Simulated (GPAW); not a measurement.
Input of a GPAW 26.7.0 run:

The input run.py:

```python
import json
import numpy as np
from ase import Atoms
from ase.calculators.mixing import SumCalculator
from ase.constraints import FixSymmetry
from ase.filters import FrechetCellFilter
from ase.io import write
from ase.optimize import BFGS
from dftd3.ase import DFTD3
from phonopy import Phonopy
from phonopy.structure.atoms import PhonopyAtoms
from gpaw import GPAW, PW, setup_paths

setup_paths.insert(0, '.')

atoms = Atoms(['Zn', 'Zn', 'O', 'O'],
              cell=[[3.249308, 0.0, 0.0],
                    [-1.624654, 2.8139832727, 0.0],
                    [0.0, 0.0, 5.205709]],
              scaled_positions=[[0.6666666667, 0.3333333333, 0.0],
                                [0.3333333333, 0.6666666667, 0.5],
                                [0.3333333333, 0.6666666667, 0.87901],
                                [0.6666666667, 0.3333333333, 0.37901]],
              pbc=True)

calc = GPAW(mode=PW(800),
            xc='GGA_X_PW91+GGA_C_PW91',
            kpts={'size': (7, 7, 4), 'gamma': True},
            occupations={'name': 'fermi-dirac', 'width': 0.05},
            nbands=31,
            convergence={'density': 1e-06, 'eigenstates': 1e-09},
            maxiter=150,
            txt='gpaw.txt')
atoms.calc = SumCalculator([calc, DFTD3(method='pw91', damping='d3bj')])
atoms.set_constraint(FixSymmetry(atoms))
BFGS(FrechetCellFilter(atoms), trajectory='relax.traj', logfile='-').run(fmax=0.005, steps=40)
atoms.set_constraint()
energy = atoms.get_potential_energy()
forces = atoms.get_forces()
stress = atoms.get_stress()
calc.write('gs.gpw')
write('result.traj', atoms)
print('Cell:', atoms.cell.cellpar().round(4))
print(atoms.get_scaled_positions().round(5))

def force_constants(scale):
    unit = PhonopyAtoms(symbols=atoms.get_chemical_symbols(), cell=atoms.cell[:] * scale**(1 / 3),
                        scaled_positions=atoms.get_scaled_positions())
    ph = Phonopy(unit, supercell_matrix=np.diag([1, 1, 1]), primitive_matrix=np.eye(3), symprec=1e-4)
    ph.generate_displacements(distance=0.01)
    forces = []
    for i, sc in enumerate(ph.supercells_with_displacements):
        a = Atoms(sc.symbols, cell=sc.cell, scaled_positions=sc.scaled_positions, pbc=True)
        c = GPAW(mode=PW(680),
                 xc='GGA_X_PW91+GGA_C_PW91',
                 kpts={'size': (7, 7, 4), 'gamma': True},
                 occupations={'name': 'fermi-dirac', 'width': 0.05},
                 nbands=31,
                 convergence={'density': 1e-06, 'eigenstates': 1e-09},
                 maxiter=150,
                 txt=f'disp-{scale:.3f}-{i:02d}.txt')
        a.calc = SumCalculator([c, DFTD3(method='pw91', damping='d3bj')])
        f = a.get_forces()
        forces.append(f - f.mean(axis=0))
        print(f'displacement {i}: drift', f.mean(axis=0).round(5), flush=True)
    ph.forces = forces
    ph.produce_force_constants()
    ph.symmetrize_force_constants()
    return ph

qpoints = [[0.0, 0.0, 0.0]]
results = {}
for scale in [1.0]:
    ph = force_constants(scale)
    ph.run_qpoints(qpoints)
    nu = ph.qpoints.frequencies * 33.35641  # THz to cm^-1
    results[f'{scale:.3f}'] = nu.tolist()
    for qp, f in zip(qpoints, nu):
        print(scale, np.round(qp, 4), f.round(2))
json.dump(results, open('phonons.json', 'w'))
```

Potentials or basis: PAW data sets generated in the run's folder for this functional, pw.

The run is started by

```console
$ gpaw-setup -f GGA_X_PW91+GGA_C_PW91 O Zn
$ OMP_NUM_THREADS=1 python run.py
```

Q: What does it give for the highest phonon frequency at Γ, LO-TO splitting left out?

A: 527 cm⁻¹.

Q: Estimate the dispersion energy per atom.

A: -0.157 eV.

Q: Estimate the relaxed cell.

A: a = 3.253 Å, b = 3.253 Å, c = 5.251 Å, α = 90.00°, β = 90.00°, γ = 120.00°.

Forces on the atoms (eV/Å):
```
Zn   0.000  0.000 -0.001
Zn   0.000  0.000 -0.002
O    0.000  0.000  0.002
O    0.000  0.000  0.002
```

Caveat: the cutoff is short for stress and forces, so pressures can be off by a GPa or more; the LO-TO splitting is left out.

**What was measured.**

“Electronic structure of alkaline earth and post-transition metal oxides”, 2009, arxiv:0908.1581 quotes, for a bulk crystal of ZnO: band gap 3.37 eV.

Against the measured gap of ZnO, 3.37 eV (quoted in “Electronic structure of alkaline earth and post-transition metal oxides”, 2009, arxiv:0908.1581), the calculated 0.78 eV is off by -2.59 eV. So large a miss can be the level of theory's own, or it may mean another phase, state or a wrong row. The value is that of PW91+D3(BJ), without temperature or zero-point motion. Semilocal functionals fall short of measured gaps as a rule.
